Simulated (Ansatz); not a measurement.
A 14-atom cell of CdIn2S4 started from a crystallographic database, relaxed with r2SCAN in Ansatz: space group Fd-3m (No. 227), cubic; conventional cell a = 10.918 Å, 23.24 Å³ an atom. Cd has 4 S at 2.54 Å; In has 6 S at 2.63 Å; S has 1 Cd at 2.54 Å and 3 In at 2.63 Å. The primitive cell holds 14 atoms in 325.33 Å³. The values are computed, spin-unpolarised, and not measurements.

Computed values: HSE06 (2×2×2) gives a least gap of 2.22 eV and a least direct gap of 2.35 eV. In PBE's bands the lowest conduction level rises by 0.104 eV from Γ to the point 0.0576 1/Å along Γ–X; the direct gap at Γ is 1.31 eV.

Task: What is the density?

Result: The cell holds 2 Cd, 4 In, 8 S: M = 2×112.414 + 4×114.818 + 8×32.060 = 940.58 u in V = 325.33 Å³. ρ = 1.66054 × M/V = 1.66054 × 940.58/325.33 = 4.801 g/cm³, for the static r2SCAN lattice.

Task: At what wavelength does absorption set in by HSE06, excitons left aside?

Result: λ = 1239.84 eV nm/E: 558 nm for the least gap, where it needs phonons and is weak, and 528 nm for direct transitions. The direct edge lies in the visible range.

Task: Estimate the electron mass at Γ from the rise of PBE's conduction level.

Result: A parabola gives m*/mₑ = (ħ²/2mₑ) k²/ΔE = 3.810 × 0.0576²/0.104 = 0.122. The band flattens away from Γ; with E(1 + E/E_g) = ħ²k²/2m* the mass at the edge is 0.122/(1 + 0.104/1.31) = 0.113 (1/E_g is only a rough value for the bending). It is PBE's mass, and a gap that is too small makes it too light.

No spin-orbit coupling is included; it can move band edges with weight on the heavy atoms by tenths of an eV.

Where an edge lies off the special points, it is a point of the mesh or the k point where a search put PBE's edge or least direct gap, reused for the other functionals, whose own edges may lie a little apart.

The meshes of the hybrids are coarse, so their gaps aren't converged to the digits shown.
